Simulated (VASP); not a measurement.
A run of VASP 6.6.1 is set up as follows.

INCAR

```
PREC = Accurate
ENCUT = 520
EDIFF = 1E-6
ISMEAR = -1
SIGMA = 0.02
LREAL = False
LASPH = True
NELM = 60
ALGO = Normal
ISIF = 2
LWAVE = False
LCHARG = False
METAGGA = R2SCAN
LMIXTAU = True
KPAR = 4
```

KPOINTS

```
regular mesh
0
Gamma
  11 11 11
```

POSCAR

```
C
1.0
    0.0000000000      1.7833700000      1.7833700000
    1.7833700000      0.0000000000      1.7833700000
    1.7833700000      1.7833700000      0.0000000000
C
2
Direct
    0.0000000000      0.0000000000      0.0000000000
    0.2500000000      0.2500000000      0.2500000000
```

Potentials or basis: VASP PAW PBE potentials, release 64 (C).

Run with:

```sh
$ cat potpaw_PBE.64/C/POTCAR > POTCAR
$ mpirun -np 4 vasp_std > vasp.out
```

Problem. Estimate the pressure.

Solution. -1.3 GPa.

Problem. Estimate the band gap on the k mesh.

Solution. 4.32 eV, indirect (least direct gap 5.84 eV).

Caveat: the PAW data sets were made with another functional, which shifts forces and pressure a little; an odd mesh through Γ misses points on the zone boundary, where band edges often lie. r2SCAN opens gaps a little over a GGA but as a rule still falls short of measured ones.
